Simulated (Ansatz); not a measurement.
Crystal: V.

```
V
1.0
    -1.51435    1.51435    1.51435
     1.51435   -1.51435    1.51435
     1.51435    1.51435   -1.51435
V
1
Direct
  0.00000 0.00000 0.00000
```

- Program: Ansatz 0.2.0
- Task: relaxation of cell and atoms
- Functional: rPW86-PBE
- Dispersion: rVV10
- Potentials or basis: Ansatz PAW
- Cutoff: 420 eV (not typed: the program's choice for these potentials)
- k mesh: 12 × 12 × 12
- Occupations: fermi-dirac, width 0.05 eV
- Spin: collinear spin, ferromagnetic start
- Starting moments: [2.0] μB

At the start: volume 13.89 Å³/atom.

Where does the relaxation end?

It ends after 4 steps and the volume is 13.61 Å³/atom (-2.0 %); space group Im-3m (No. 229, to 0.05 Å); moment 0.00 μB per cell.

Step by step:
```csv
step,energy change (eV),largest force (eV/Å),volume (Å³)
1,0.0000,0.0000,13.89
2,-0.0033,0.0000,13.55
3,-0.0034,0.0000,13.61
4,-0.0033,0.0000,13.61
```

Final structure:
```
V
1.0
    -1.50404    1.50404    1.50404
     1.50404   -1.50404    1.50404
     1.50404    1.50404   -1.50404
V
1
Direct
  0.00000 0.00000 0.00000
```

Caveat: the plane-wave basis is chosen anew once the cell has moved, so the energies of steps on either side of that aren't comparable; the PAW data sets come from PBE, with cores solved anew for the run's functional, which leaves a small shift of forces and pressure; the starting moments weren't kept.
